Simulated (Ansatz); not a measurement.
# TiO₂: energy above lowest point against volume scale

All results are calculated (Ansatz 0.2.0). Free energy against uniform scaling of the volume at fixed shape and fractions; periodic cell, basis, potentials, k mesh and filling as listed.

The cell before it is scaled or strained (space group C2/c, No. 15):
```
TiO2
1.0
      2.7060    -2.7067     0.0000
      2.7060     2.7067     0.0000
     -2.6335     0.0000     4.7966
Ti O
2 4
Direct
  0.13411 0.86589 0.25000
  0.86589 0.13411 0.75000
  0.33122 0.08876 0.66715
  0.66878 0.91124 0.33285
  0.91124 0.66878 0.83285
  0.08876 0.33122 0.16715
```

Settings of every row: functional r2SCAN; dispersion D3(BJ); potentials PAW; wave cutoff 550 eV; density cutoff 2200 eV; k mesh 6x6x4; k shift 0x0x0; occupations fermi dirac; smearing width 0.02 eV; spin none.

Limits: dispersion damping borrowed; the cell comes from a prototype or a list of computed structures and needn't be the stable phase.

| row | volume scale | V (Å³/atom) | energy above lowest point (meV/atom) |
| --- | --- | --- | --- |
| 1 | 0.88 | 10.305 | ? |
| 2 | 0.92 | 10.774 | 18.5 |
| 3 | 0.96 | 11.242 | 0 |
| 4 | 1 | 11.711 | 10.4 |
| 5 | 1.04 | 12.179 | 44 |
| 6 | 1.08 | 12.647 | 96.2 |
| 7 | 1.12 | 13.116 | 163.5 |

Question: what energy above lowest point should row 1 give?

Worked fit of energy above lowest point. Take u = (V_r/V)^(2/3) − 1 with V_r = 11.945 Å³ an atom, which is twice the finite (Eulerian) strain; such expansions in the strain, on which the Birch-Murnaghan equation of state is built, carry the rest volume and the bulk modulus. The shown rows have u = 0.07121, 0.04127, 0.01328, -0.01285, -0.03736, -0.06044. Least squares give energy above lowest point = 24.61 − 1292.98 × u + 16776.2 × u² + 2468 × u³ meV/atom; a parabola predicts inner rows, each left out in turn, worse (root mean square 0.23 against 0.011 meV/atom). All shown rows lie on it to the printed digit. Its lowest point lies at u = 0.0382, or V = 11.29 Å³ an atom, and the curvature there gives the bulk modulus at fixed shape and fractions, B = (4/9)(1 + u)² E″(u)/V = 232 GPa. Letting shape and atoms relax would as a rule lower it, by much in layered, chain or molecular crystals. The withheld row has u = 0.10347, so the fit gives 24.61 − 1292.98 × (0.10347) + 16776.2 × (0.10347)² + 2468 × (0.10347)³ = 73.2 meV/atom.

The calculation gave 72.8 meV/atom. The fit lies 0.4 meV/atom (0.24 % of the column's range) above it; its largest miss of a shown row is 0.0 meV/atom. This row lies beyond the range of the fit.
